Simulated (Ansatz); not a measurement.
# Calculated O-17 NMR of the central transition for SnO

Cell: a structure deposited in the COD, its atoms then relaxed with PBE in this cell.

```
CELL_PARAMETERS angstrom
2.50000 -2.86000 0.00000
2.50000 2.86000 0.00000
0.00000 0.00000 11.12000
ATOMIC_POSITIONS crystal
Sn 0.00034 0.99966 0.98580
Sn 0.99966 0.00034 0.48580
Sn 0.49939 0.50061 0.27119
Sn 0.50061 0.49939 0.77119
O 0.99954 0.50024 0.37851
O 0.00046 0.49976 0.87851
O 0.49976 0.00046 0.37851
O 0.50024 0.99954 0.87851
```

Atoms are numbered from 1 in the order listed; like atoms form one site, named after its first atom.

All values are calculated (Ansatz; DFT, PBE, plane waves and PAW (field gradients read without the response of the frozen cores, which leaves them typically 4 to 6 % off), scalar-relativistic, 420 eV cutoff, Γ-centred 5×5×2 k-points, Fermi–Dirac smearing 0.02 eV), not measured.

O-17 has I = 5/2 and Q = -25.58 mb (Pyykkö 2018); at 11.7 T its Larmor frequency is ν₀ = 67.6 MHz. Only the quadrupole interaction is simulated: positions count from each site's isotropic chemical shift, and J coupling is left out, as are shift anisotropy and dipolar coupling, which fast spinning averages.

(1) Give C_Q, η, the quadrupolar product P_Q = |C_Q|(1 + η²/3)^½, the second-order isotropic shift and the breadth of the pattern (fast magic-angle spinning) for each O site.

Answers

(1) 

| site | first shell | C_Q (MHz) | η | P_Q (MHz) | δ_QIS (ppm) | breadth (kHz) |
| --- | --- | --- | --- | --- | --- | --- |
| O | 4 Sn at 2.24 Å | 3.18 | 0.42 | 3.27 | -14.1 | 2.20 |

δ_QIS = −(ν_Q²/30ν₀²)[I(I+1) − 3/4](1 + η²/3) × 10⁶ ppm with ν_Q = 3|C_Q|/[2I(2I−1)]; it falls as 1/B₀² in ppm, and the breadth as 1/B₀ in kHz.

At this cell the PBE pressure is 2.1 GPa (principal stresses up to 13 GPa in size), so it isn't the equilibrium cell of PBE. The entry's cell may itself be off. Without spin–orbit coupling (the program notes it for Sn) the gradients can shift somewhat, as the gap is small.

The relaxation (6 steps) took 41 s of wall time (40 s of CPU time) and 0.49 GiB at its peak, on 1 thread of AMD EPYC 9R14 (Zen 4) (x86_64; 16 cores open to the job, memory cap 3.0 GiB, no GPU), a shared host with a load of 0.1 a core.
